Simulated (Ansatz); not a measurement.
**InSb: LAPW beside PAW**

Does the method matter for InSb? The same cell, functional and mesh are run with all-electron LAPW, PAW on the default files and all-electron PAW on datasets made for the crystal.

Computed with Ansatz 0.2.0 (DFT PBE, scalar-relativistic, unless a step's input says otherwise).

**1. Starting point**

The structure is orthorhombic, space group Pmmn (No. 59). The conventional cell has a = 5.357 Å, b = 5.712 Å, c = 3.063 Å, α = 90.00°, β = 90.00°, γ = 90.00°. In (site symmetry mm2) is surrounded by 4 Sb at 2.73 to 2.90 Å and 2 In at 3.06 Å. Sb (site symmetry mm2) is surrounded by 4 In at 2.73 to 2.90 Å and 2 Sb at 3.06 Å.

Coordinates:

```
CELL_PARAMETERS angstrom
5.35700 0.00000 0.00000
0.00000 5.71200 0.00000
0.00000 0.00000 3.06300
ATOMIC_POSITIONS crystal
In 0.00000 0.00000 0.00000
In 0.50000 0.50000 0.00000
Sb 0.50000 0.00000 0.83500
Sb 0.00000 0.50000 0.16500
```

The cell comes from a crystallographic database entry that wasn't checked; take it as a given geometry, which may be far from equilibrium.

Atoms are numbered in the order of the input: In1, In2, Sb3, Sb4.

**2. All-electron LAPW**

Contents of input.yaml:

```yaml
crystal:
  lattice:
    - [5.357, 0.0, 0.0]
    - [0.0, 5.712, 0.0]
    - [0.0, 0.0, 3.063]
  atoms:
    - { symbol: In, position: [0.0, 0.0, 0.0] }
    - { symbol: In, position: [0.5, 0.5, 0.0] }
    - { symbol: Sb, position: [0.5, 0.0, 0.835] }
    - { symbol: Sb, position: [0.0, 0.5, 0.165] }
kpoints:
  mp_grid: { grid: [6, 6, 11] }
  band_path:
    path:
      - [0.0, 0.0, 0.0]
      - [0.5, 0.0, 0.0]
      - [0.5, 0.5, 0.0]
      - [0.0, 0.5, 0.0]
      - [0.0, 0.0, 0.0]
      - [0.0, 0.0, 0.5]
      - [0.5, 0.0, 0.5]
      - [0.5, 0.5, 0.5]
      - [0.0, 0.5, 0.5]
    npoints: 14
scf:
  occupations: { method: fermi_dirac, width: 0.08 }
hamiltonian:
  xc: pbe
  pseudopotentials: { kind: all_electron, lapw: { basis_error: 0.001 } }
output:
  forces: true
  stress: true
  eigenvalues: true
  populations: true
  dos: { projected: true, de: 0.2, e_range: [-14, 8] }
```

Launch:

```bash
ansatz run input.yaml --threads 1 --pin off --max-ram 4096MiB --backend cpu --events-out ev --progress --plain --runs-dir out
```

**3. PAW on the default files**

Edit input.yaml of step 2 so:

```diff
@@ -28,3 +28,3 @@
   xc: pbe
-  pseudopotentials: { kind: all_electron, lapw: { basis_error: 0.001 } }
+  pseudopotentials: { kind: paw }
 output:
@@ -33,3 +33,9 @@
   eigenvalues: true
+  efg: { contact_densities: true }
   populations: true
+  bader: true
   dos: { projected: true, de: 0.2, e_range: [-14, 8] }
+  write_density: true
+  write_potential: true
+  elf: true
+  volumetric_format: npy
```

**4. All-electron PAW on datasets made for the crystal**

Edit input.yaml of step 3 so:

```diff
@@ -23,3 +23,3 @@
       - [0.0, 0.5, 0.5]
-    npoints: 14
+    npoints: 8
 scf:
@@ -28,3 +28,3 @@
   xc: pbe
-  pseudopotentials: { kind: paw }
+  pseudopotentials: { kind: all_electron, datasets: crystal }
 output:
@@ -34,8 +34 @@
   efg: { contact_densities: true }
-  populations: true
-  bader: true
-  dos: { projected: true, de: 0.2, e_range: [-14, 8] }
-  write_density: true
-  write_potential: true
-  elf: true
-  volumetric_format: npy
```

(Steps that only read results are left out.)

**Question.** What will these runs give? Wanted: pressure; gap; largest force; Bader charges; highest ELF.

The runs gave:

```
           quantity                                               value
           pressure   LAPW 17.87, PAW 17.86, crystal datasets 17.87 GPa
         gap (LAPW)                                                none
      largest force  LAPW 0.759, PAW 0.758, crystal datasets 0.759 eV/Å
Bader charges (PAW)                              In1 +0.26, Sb3 -0.26 e
  highest ELF (PAW)                                0.58, 1.31 Å from Sb
```

In words: At this geometry the cell is under compression of 17.9 GPa, so it would expand if let go. Bands cross the Fermi level: the crystal is a metal at this level. Within 0.3 eV of the Fermi level the largest projected share is Sb 5p (43 %). The projection holds only the free atom's occupied shells (In 5s, In 5p, Sb 5s, Sb 5p in this range). The field gradient at Sb3, the largest by crystal datasets, is 15.52 by PAW and 15.60 by crystal datasets (10²¹ V/m²), within 5 %. No spin–orbit coupling: at heavy atoms the gradients can be off by tens of per cent for that reason. In pressure, PAW differs from LAPW by less than 0.01 GPa. The forces differ by at most 1 meV/Å in a component, on a largest force of 0.759 eV/Å. LAPW took about 2.4 times as long as PAW (1.8 min against 46 s, on a shared host and with the outputs that each input asks for). Spin-orbit coupling is left out, though the cell holds Sb; in elements this heavy it can shift bands and gaps by tenths of an eV.
